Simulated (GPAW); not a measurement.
# Au (Fm-3m) in GPAW: reference runs

Aim: a first look at Au with PBE, on the cell as given and on a disturbed one.

All numbers are computed with GPAW 26.7.0; they aren't measurements. Logs are shortened: lines on timing, memory, paths and dates and some standing lists are left out, and cuts for length are marked. The log counts tension as positive stress, the text compression.

## 1. The structure

The structure is cubic, space group Fm-3m (No. 225). Conventional cell: a = 4.070 Å, b = 4.070 Å, c = 4.070 Å, α = 90.00°, β = 90.00°, γ = 90.00°. Around Au (site symmetry m-3m) lie 12 Au at 2.88 Å.

## 2. Single point, PBE

Contents of run.py:

```python
from ase import Atoms
from ase.dft.bandgap import bandgap
from ase.io import write
from ase.units import Bohr, GPa
from gpaw import GPAW, PW
from gpaw.elf import elf_from_dft_calculation

atoms = Atoms(['Au'],
              cell=[[0.0, 2.035, 2.035],
                    [2.035, 0.0, 2.035],
                    [2.035, 2.035, 0.0]],
              scaled_positions=[[0.0, 0.0, 0.0]],
              pbc=True)

calc = GPAW(mode=PW(600),
            xc='PBE',
            kpts={'size': (11, 11, 11), 'gamma': True},
            occupations={'name': 'fermi-dirac', 'width': 0.05},
            nbands=14,
            convergence={'density': 1e-05, 'energy': 1e-05},
            maxiter=150,
            txt='gpaw.txt')
atoms.calc = calc
energy = atoms.get_potential_energy()
forces = atoms.get_forces()
stress = atoms.get_stress()
calc.write('gs.gpw')
write('result.traj', atoms)
print(f'Energy: {energy:.6f} eV')
print('Forces (eV/A):')
print(forces.round(4))
print('Stress (GPa):', (stress / GPa).round(3))
print('Fermi level:', round(calc.get_fermi_level(), 4), 'eV')
print(f'Gap: {bandgap(calc)[0]:.4f} eV, direct: {bandgap(calc, direct=True)[0]:.4f} eV')

# fields on the real-space grid
write('density.cube', atoms, data=calc.get_pseudo_density() * Bohr**3)
write('potential.cube', atoms, data=calc.get_electrostatic_potential())
write('elf.cube', atoms, data=elf_from_dft_calculation(calc).data)
```

Potentials or basis: GPAW PAW data sets (gpaw-data 1.2.1), pw.

Command:

```
OMP_NUM_THREADS=1 python run.py
```

gpaw.txt:

```text
__  _  _
 | _ |_)|_||  |
 |__||  | ||/\| - 26.7.0

Input parameters:
  mode=PW(ecut=600.0),
  convergence={'density': 1e-05, 'energy': 1e-05},
  kpts=MonkhorstPack(size=(11, 11, 11), gamma=True),
  maxiter=150,
  nbands=14,
  occupations=Occupations(name='fermi-dirac', width=0.05),
  xc=XC(name='PBE')

Diagonalizing LCAO Hamiltonian
Converting LCAO to pw mode

       Au

Atoms  # Å, Bohr magnetons
|   | symbol |        x |        y |        z |    initial magnetic moments |
|---|--------|----------|----------|----------|-----------------------------|
| 0 |     Au | 0.000000 | 0.000000 | 0.000000 | ( 0.0000,  0.0000,  0.0000) |

Unit cell  # Å
| periodic |        x |        y |        z |  lengths |    angles |
|----------|----------|----------|----------|----------|-----------|
|      yes | 0.000000 | 2.035000 | 2.035000 | 2.877925 | 60.000000 |
|      yes | 2.035000 | 0.000000 | 2.035000 | 2.877925 | 60.000000 |
|      yes | 2.035000 | 2.035000 | 0.000000 | 2.877925 | 60.000000 |

Number of symmetries: 48
Symmetry operations  # r_c * U_cc + t_c -> r_c
|    | kind |            matrix            |
|----|------|------------------------------|
|  0 |  σ   |  1, 0, 0,  1, 0,-1,  1,-1, 0 |
|  1 |  C2  |  1, 0, 0,  1,-1, 0,  1, 0,-1 |
|  2 |  E   |  1, 0, 0,  0, 1, 0,  0, 0, 1 |
|  3 |  σ   |  1, 0, 0,  0, 0, 1,  0, 1, 0 |
|  4 |  C4  |  1, 0,-1,  1, 0, 0,  1,-1, 0 |
|  5 |  S6  |  1, 0,-1,  1,-1, 0,  1, 0, 0 |
|  6 |  σ   |  1, 0,-1,  0, 1,-1,  0, 0,-1 |
|  7 |  C3  |  1, 0,-1,  0, 0,-1,  0, 1,-1 |
|  8 |  S6  |  1,-1, 0,  1, 0, 0,  1, 0,-1 |
|  9 |  C4  |  1,-1, 0,  1, 0,-1,  1, 0, 0 |
| 10 |  C3  |  1,-1, 0,  0,-1, 1,  0,-1, 0 |
| 11 |  σ   |  1,-1, 0,  0,-1, 0,  0,-1, 1 |
| 12 |  σ   |  0, 1, 0,  1, 0, 0,  0, 0, 1 |
| 13 |  C4  |  0, 1, 0,  0, 1,-1, -1, 1, 0 |
| 14 |  C3  |  0, 1, 0,  0, 0, 1,  1, 0, 0 |
| 15 |  S6  |  0, 1, 0, -1, 1, 0,  0, 1,-1 |
| 16 |  C2  |  0, 1,-1,  1, 0,-1,  0, 0,-1 |
| 17 |  σ   |  0, 1,-1,  0, 1, 0, -1, 1, 0 |
| 18 |  S4  |  0, 1,-1,  0, 0,-1,  1, 0,-1 |
| 19 |  C4  |  0, 1,-1, -1, 1, 0,  0, 1, 0 |
| 20 |  C3  |  0, 0, 1,  1, 0, 0,  0, 1, 0 |
| 21 |  σ   |  0, 0, 1,  0, 1, 0,  1, 0, 0 |
| 22 |  S6  |  0, 0, 1,  0,-1, 1, -1, 0, 1 |
| 23 |  C4  |  0, 0, 1, -1, 0, 1,  0,-1, 1 |
| 24 |  S4  |  0, 0,-1,  1, 0,-1,  0, 1,-1 |
| 25 |  C3  |  0, 0,-1,  0, 1,-1,  1, 0,-1 |
| 26 |  C2  |  0, 0,-1,  0,-1, 0, -1, 0, 0 |
| 27 |  S6  |  0, 0,-1, -1, 0, 0,  0,-1, 0 |
| 28 |  S4  |  0,-1, 1,  1,-1, 0,  0,-1, 0 |
| 29 |  C4  |  0,-1, 1,  0, 0, 1, -1, 0, 1 |
| 30 |  C2  |  0,-1, 1,  0,-1, 0,  1,-1, 0 |
| 31 |  σ   |  0,-1, 1, -1, 0, 1,  0, 0, 1 |
| 32 |  C3  |  0,-1, 0,  1,-1, 0,  0,-1, 1 |
| 33 |  S6  |  0,-1, 0,  0, 0,-1, -1, 0, 0 |
| 34 |  S4  |  0,-1, 0,  0,-1, 1,  1,-1, 0 |
| 35 |  C2  |  0,-1, 0, -1, 0, 0,  0, 0,-1 |
| 36 |  C2  | -1, 1, 0,  0, 1, 0,  0, 1,-1 |
| 37 |  S6  | -1, 1, 0,  0, 1,-1,  0, 1, 0 |
| 38 |  S4  | -1, 1, 0, -1, 0, 1, -1, 0, 0 |
| 39 |  C3  | -1, 1, 0, -1, 0, 0, -1, 0, 1 |
| 40 |  S6  | -1, 0, 1,  0, 0, 1,  0,-1, 1 |
| 41 |  C2  | -1, 0, 1,  0,-1, 1,  0, 0, 1 |
| 42 |  C3  | -1, 0, 1, -1, 1, 0, -1, 0, 0 |
| 43 |  S4  | -1, 0, 1, -1, 0, 0, -1, 1, 0 |
| 44 |  C2  | -1, 0, 0,  0, 0,-1,  0,-1, 0 |
| 45 |  i   | -1, 0, 0,  0,-1, 0,  0, 0,-1 |
| 46 |  σ   | -1, 0, 0, -1, 1, 0, -1, 0, 1 |
| 47 |  C2  | -1, 0, 0, -1, 0, 1, -1, 1, 0 |

BZ-sampling:
  Number of BZ points: 1331
  Number of IBZ points: 56

  Monkhorst-Pack size: [11, 11, 11]
  Monkhorst-Pack shift: [0, 0, 0]

K-points  # in reciprocal-cell coordinates
|     |                                coordinates |     weight |
|-----|--------------------------------------------|------------|
|   0 | (  0.00000000,   0.00000000,   0.00000000) | 0.00075131 |
|   1 | (  0.09090909,   0.09090909,   0.00000000) | 0.00450789 |
|   2 | (  0.09090909,   0.09090909,   0.09090909) | 0.00601052 |
|   3 | (  0.18181818,   0.09090909,   0.09090909) | 0.00901578 |
|   4 | (  0.18181818,   0.18181818,   0.00000000) | 0.00450789 |
|   5 | (  0.18181818,   0.18181818,   0.09090909) | 0.01803156 |
|   6 | (  0.18181818,   0.18181818,   0.18181818) | 0.00601052 |
|   7 | (  0.27272727,   0.18181818,   0.09090909) | 0.01803156 |
|   8 | (  0.27272727,   0.18181818,   0.18181818) | 0.01803156 |
|   9 | (  0.27272727,   0.27272727,   0.00000000) | 0.00450789 |
| ... |                                            |            |
|  55 | (  0.45454545,   0.45454545,   0.45454545) | 0.00601052 |

Plane wave coefficients: 572
Cutoff: 600.0 eV

Spin-components: 1 (collinear spins)
Bands:           14
Projectors:      6
Spin-degeneracy: 2
Datatype:        complex128

Density:
  Valence electrons: 11.0
  Components: 1
  Grid points: [18 18 18]
  Charge: 0.0  # |e|

Potential:
  Grid points: [18 18 18]

species:
  Au:
    name:    Gold
    Z:       79.0
    valence: 11
    core:    68
    charge:  0.0  # [|e|]
    compensation charges:
      type: gauss
      rc: 0.42  # [Å]
      lmax: 2
    cutoffs:
      filter: 2.33  # [Å]
      core: 2.81  # [Å]
    projectors
    | kind |    occ | energy [eV] | rcut [Å] |
    |------|--------|-------------|----------|
    |   6s |  1.000 |      -5.728 |    1.323 |
    |   6p |  0.000 |      -0.775 |    1.323 |
    |   5d | 10.000 |      -6.891 |    1.323 |
    |    s |        |      21.484 |    1.323 |
    |    p |        |      26.436 |    1.323 |
    |    d |        |      20.321 |    1.323 |

    Using partial waves for Au as LCAO basis

Reference energy: -516598.271109  # eV

eigensolver:
  PPCG
  Converge bands: occupied
  niter=2

density mixing:
  MSR1-Mixer
  Pratt-step length: 0.05
  Maximum mixing coefficient: 0.75
  Old densities: 10
  SVD Regularization: 0.005
  Good broyden scale: 1.0
  Trust region scale: 1.0
  Backstep threshold: 4.0
  History deletion threshold: 6.0
  Fourier metric: weight=20.0, sigma=0.015

occupation numbers:
  Fermi-Dirac:
    width: 0.0500  # eV

poisson solver:
  ecut: 4800.0  # eV

xc functional:
[... 9 lines left out ...]
|iter     | |      energy | eigst |  dens |
|---------|-|-------------|-------|-------|
|iter:   1| |   -3.404291 | -0.43 |       |
|iter:   2| |   -3.346108 | -2.83 | -1.10 |
|iter:   3| |   -3.123004 | -2.26 | -1.14 |
|iter:   4| |   -3.120462 | -4.41 | -2.04 |
|iter:   5| |   -3.119687 | -4.33 | -2.36 |
|iter:   6| |   -3.119684 | -6.32 | -3.78 |
|iter:   7| |   -3.119683c| -7.41c| -4.07 |
|iter:   8| |   -3.119683c| -8.81c| -5.26c|

Converged in 8 steps
Energy contributions relative to reference atoms: (reference = -516598.271109)

Energy contributions:
  Kinetic:          -3.668421
  Coulomb:           2.706203
  Zero:              0.151768
  External:          0.000000
  Xc:               -2.308476
  Entropy:          -0.001515
  Spinorbit:         0.000000
  ----------------------------
  Free energy:      -3.120440
  Extrapolated:     -3.119683

dipole moment: (-13.904753, -13.904753, -13.904753)  # |e|*Ang

Fermi level: 10.181
Eigenvalues  # (at kpt = [0.000, 0.000, 0.000])
| band index |      eig [eV] | occ [0-2] |
|------------|---------------|-----------|
|          0 |         0.195 |     2.000 |
|          1 |         5.397 |     2.000 |
|          2 |         5.397 |     2.000 |
|          3 |         5.397 |     2.000 |
|          4 |         6.936 |     2.000 |
|          5 |         6.936 |     2.000 |
|          6 |        25.924 |     0.000 |
|          7 |        29.781 |     0.000 |
|          8 |        29.781 |     0.000 |
|          9 |        29.781 |     0.000 |
|         10 |        33.809 |     0.000 |
|         11 |        38.240 |     0.000 |
|         12 |        38.240 |     0.000 |
|         13 |        38.240 |     0.000 |

No gap
No difference between direct/indirect transitions

Forces  # eV/Ang
|        x |       y |        z |
|----------|---------|----------|
| -0.00000 | 0.00000 | -0.00000 |  # Au   0

Stress tensor  # eV/Ang^3
|         x |         y |         z |
|-----------|-----------|-----------|
| -0.083073 | -0.000000 |  0.000000 |
| -0.000000 | -0.083073 |  0.000000 |
|  0.000000 |  0.000000 | -0.083073 |

# Writing to gs.gpw (mode='')
```

Run time: 12 s. Hardware: 1 thread of Arm Neoverse V1, shared host; peak memory 0.13 GiB.

Results:

* Free energy: -3.1204 eV
* Pressure: 13.3 GPa
* Band gap on the k mesh: none (metal or under the smearing width)

Levels at points of the mesh, in eV from the Fermi level:
```csv
k point,band 4,band 5,band 6,band 7,band 8,band 9
"(0.00, 0.00, 0.00)",-4.78,-3.25,-3.25,15.74,19.60,19.60
```

Caveat: with this Au data set, volumes or pressures lay over 1.5 % or 2 GPa off other programs in two to four cells of ten. The run has no spin-orbit coupling, so splittings on Au are missing.

## 3. Single point, PBE (cell strained at random at fixed volume)

Contents of run.py:

```python
from ase import Atoms
from ase.dft.bandgap import bandgap
from ase.io import write
from ase.units import GPa
from gpaw import GPAW, PW

atoms = Atoms(['Au'],
              cell=[[0.059518, 2.032784, 2.023902],
                    [2.062843, 0.030146, 2.053275],
                    [2.074132, 2.073445, 0.018857]],
              scaled_positions=[[-0.001896, -0.004175, 0.01853]],
              pbc=True)

calc = GPAW(mode=PW(600),
            xc='PBE',
            kpts={'size': (11, 11, 11), 'gamma': True},
            occupations={'name': 'fermi-dirac', 'width': 0.05},
            nbands=14,
            convergence={'density': 1e-05, 'energy': 1e-05},
            maxiter=150,
            txt='gpaw.txt')
atoms.calc = calc
energy = atoms.get_potential_energy()
forces = atoms.get_forces()
stress = atoms.get_stress()
calc.write('gs.gpw')
write('result.traj', atoms)
print(f'Energy: {energy:.6f} eV')
print('Forces (eV/A):')
print(forces.round(4))
print('Stress (GPa):', (stress / GPa).round(3))
print('Fermi level:', round(calc.get_fermi_level(), 4), 'eV')
print(f'Gap: {bandgap(calc)[0]:.4f} eV, direct: {bandgap(calc, direct=True)[0]:.4f} eV')
```

Potentials or basis: GPAW PAW data sets (gpaw-data 1.2.1), pw.

Command:

```
OMP_NUM_THREADS=1 python run.py
```

gpaw.txt:

```text
__  _  _
 | _ |_)|_||  |
 |__||  | ||/\| - 26.7.0

Input parameters:
  mode=PW(ecut=600.0),
  convergence={'density': 1e-05, 'energy': 1e-05},
  kpts=MonkhorstPack(size=(11, 11, 11), gamma=True),
  maxiter=150,
  nbands=14,
  occupations=Occupations(name='fermi-dirac', width=0.05),
  xc=XC(name='PBE')

Diagonalizing LCAO Hamiltonian
Converting LCAO to pw mode

       Au

Atoms  # Å, Bohr magnetons
|   | symbol |        x |        y |         z |    initial magnetic moments |
|---|--------|----------|----------|-----------|-----------------------------|
| 0 |     Au | 0.029708 | 0.034441 | -0.012060 | ( 0.0000,  0.0000,  0.0000) |

Unit cell  # Å
| periodic |        x |        y |        z |  lengths |    angles |
|----------|----------|----------|----------|----------|-----------|
|      yes | 0.059518 | 2.032784 | 2.023902 | 2.869134 | 59.131837 |
|      yes | 2.062843 | 0.030146 | 2.053275 | 2.910699 | 58.661151 |
|      yes | 2.074132 | 2.073445 | 0.018857 | 2.932840 | 58.691304 |

Number of symmetries: 1
Symmetry operations  # r_c * U_cc + t_c -> r_c
|   | kind |            matrix            |
|---|------|------------------------------|
| 0 |  E   |  1, 0, 0,  0, 1, 0,  0, 0, 1 |

BZ-sampling:
  Number of BZ points: 1331
  Number of IBZ points: 666

  Monkhorst-Pack size: [11, 11, 11]
  Monkhorst-Pack shift: [0, 0, 0]

K-points  # in reciprocal-cell coordinates
|     |                                coordinates |     weight |
|-----|--------------------------------------------|------------|
|   0 | (  0.00000000,   0.00000000,   0.00000000) | 0.00075131 |
|   1 | (  0.00000000,   0.00000000,   0.09090909) | 0.00150263 |
|   2 | (  0.00000000,   0.00000000,   0.18181818) | 0.00150263 |
|   3 | (  0.00000000,   0.00000000,   0.27272727) | 0.00150263 |
|   4 | (  0.00000000,   0.00000000,   0.36363636) | 0.00150263 |
[... 75 lines left out ...]
poisson solver:
  ecut: 4800.0  # eV

xc functional:
[... 9 lines left out ...]
|iter     | |      energy | eigst |  dens |
|---------|-|-------------|-------|-------|
|iter:   1| |   -3.398812 | -0.43 |       |
|iter:   2| |   -3.340456 | -2.83 | -1.10 |
|iter:   3| |   -3.115842 | -2.25 | -1.14 |
|iter:   4| |   -3.113296 | -4.41 | -2.04 |
|iter:   5| |   -3.112515 | -4.32 | -2.36 |
|iter:   6| |   -3.112512 | -6.43 | -3.79 |
|iter:   7| |   -3.112511c| -7.43c| -4.07 |
|iter:   8| |   -3.112511c| -8.82c| -5.22c|

Converged in 8 steps
Energy contributions relative to reference atoms: (reference = -516598.271109)

Energy contributions:
  Kinetic:          -3.581282
  Coulomb:           2.631873
  Zero:              0.152193
  External:          0.000000
  Xc:               -2.314303
  Entropy:          -0.001987
  Spinorbit:         0.000000
  ----------------------------
  Free energy:      -3.113505
  Extrapolated:     -3.112511

dipole moment: (0.419116, 0.259144, 13.763860)  # |e|*Ang

Fermi level: 10.170
Eigenvalues  # (at kpt = [0.000, 0.000, 0.000])
| band index |      eig [eV] | occ [0-2] |
|------------|---------------|-----------|
|          0 |         0.194 |     2.000 |
|          1 |         5.197 |     2.000 |
|          2 |         5.354 |     2.000 |
|          3 |         5.600 |     2.000 |
|          4 |         6.926 |     2.000 |
|          5 |         6.975 |     2.000 |
|          6 |        25.863 |     0.000 |
|          7 |        29.099 |     0.000 |
|          8 |        29.739 |     0.000 |
|          9 |        30.608 |     0.000 |
|         10 |        33.784 |     0.000 |
|         11 |        37.715 |     0.000 |
|         12 |        38.129 |     0.000 |
|         13 |        38.866 |     0.000 |

No gap
No difference between direct/indirect transitions

Forces  # eV/Ang
|       x |       y |        z |
|---------|---------|----------|
| 0.00000 | 0.00000 | -0.00000 |  # Au   0

Stress tensor  # eV/Ang^3
|         x |         y |         z |
|-----------|-----------|-----------|
| -0.085310 |  0.015106 |  0.010940 |
|  0.015106 | -0.084256 | -0.001759 |
|  0.010940 | -0.001759 | -0.083918 |

# Writing to gs.gpw (mode='')
```

stdout:

```text
Energy: -3.112511 eV
Forces (eV/A):
[[ 0.  0. -0.]]
Stress (GPa): [-13.668 -13.499 -13.445  -0.282   1.753   2.42 ]
Fermi level: 10.1698 eV
Gap: 0.0000 eV, direct: 0.0000 eV
```

Run time: 2.4 min. Hardware: 1 thread of AMD EPYC 7R43 (Zen 3), shared host; peak memory 0.27 GiB.

What came out:

```
Free energy            : -3.1135 eV
Pressure               : 13.5 GPa
Band gap on the k mesh : none (metal or under the smearing width)
```

Stress tensor (GPa, compression positive):
```
13.67 -2.42 -1.75
-2.42 13.50  0.28
-1.75  0.28 13.45
```

Caveat: with this Au data set, volumes or pressures lay over 1.5 % or 2 GPa off other programs in two to four cells of ten. Spin-orbit coupling is left out, which matters for the levels of Au.

## 4. Equation of state, PBE

Contents of run.py:

```python
from ase.eos import EquationOfState
from ase.io import Trajectory, read
from ase.units import GPa
from gpaw import GPAW, PW

atoms = read('POSCAR')

traj = Trajectory('eos.traj', 'w')
volumes, energies = [], []
for x in [0.94, 0.96, 0.98, 1.0, 1.02, 1.04, 1.06]:
    a = atoms.copy()
    a.set_cell(atoms.cell * x**(1 / 3), scale_atoms=True)
    calc = GPAW(mode=PW(600),
                xc='PBE',
                kpts={'size': (11, 11, 11), 'gamma': True},
                occupations={'name': 'fermi-dirac', 'width': 0.05},
                nbands=14,
                convergence={'density': 1e-05, 'energy': 1e-05},
                maxiter=150,
                txt=f'eos-{x:.2f}.txt')
    a.calc = calc
    energies.append(a.get_potential_energy(force_consistent=True))
    volumes.append(a.get_volume())
    p = -a.get_stress()[:3].mean() / GPa
    calc.write(f'eos-{x:.2f}.gpw')
    traj.write(a)
    print(f'{x:.2f} {volumes[-1]:10.4f} A^3 {energies[-1]:14.6f} eV {p:9.3f} GPa', flush=True)

v0, e0, B = EquationOfState(volumes, energies, eos='birchmurnaghan').fit()
print(f'V0 = {v0:.4f} A^3, E0 = {e0:.6f} eV, B0 = {B / GPa:.2f} GPa')
```

Contents of POSCAR:

```
Au
1.0
    0.0000000000      2.0350000000      2.0350000000
    2.0350000000      0.0000000000      2.0350000000
    2.0350000000      2.0350000000      0.0000000000
Au
1
Direct
    0.0000000000      0.0000000000      0.0000000000
```

Command:

```
OMP_NUM_THREADS=1 python run.py
```

Run time: 84 s. Hardware: 1 thread of AMD EPYC 7R43 (Zen 3), shared host; peak memory 0.19 GiB.

The run converged. Its results:

```
Equilibrium volume : 18.19 Å³/atom (rough: see the caveat)
Bulk modulus       : 139 GPa (rough)
```

Energy against volume, from the lowest point:
| volume (Å³/atom) | energy (meV/atom) |
| --- | --- |
| 15.843 | 179.31 |
| 16.181 | 124.48 |
| 16.518 | 81.36 |
| 16.855 | 48.50 |
| 17.192 | 24.68 |
| 17.529 | 8.84 |
| 17.866 | 0.00 |

Caveat: with this Au data set, volumes or pressures lay over 1.5 % or 2 GPa off other programs in two to four cells of ten; the minimum lies outside the volumes run. The run has no spin-orbit coupling, so splittings on Au are missing.

## 5. Summary

| task | cell | gap on the mesh (eV) | pressure (GPa) |
| --- | --- | --- | --- |
| single point | as given | none | 13.3 |
| single point | cell strained at random at fixed volume | none | 13.5 |
| equation of state | as given | - | - |

Alike in all rows: level PBE; potentials or basis GPAW PAW data sets (gpaw-data 1.2.1), pw; no spin polarisation; k mesh 11 × 11 × 11; cutoff (eV) 600; smearing fermi-dirac 0.05 eV.

Caveats: with this Au data set, volumes or pressures lay over 1.5 % or 2 GPa off other programs in two to four cells of ten; the minimum lies outside the volumes run (some runs).

Absolute energies hang on the potentials; compare differences alone.
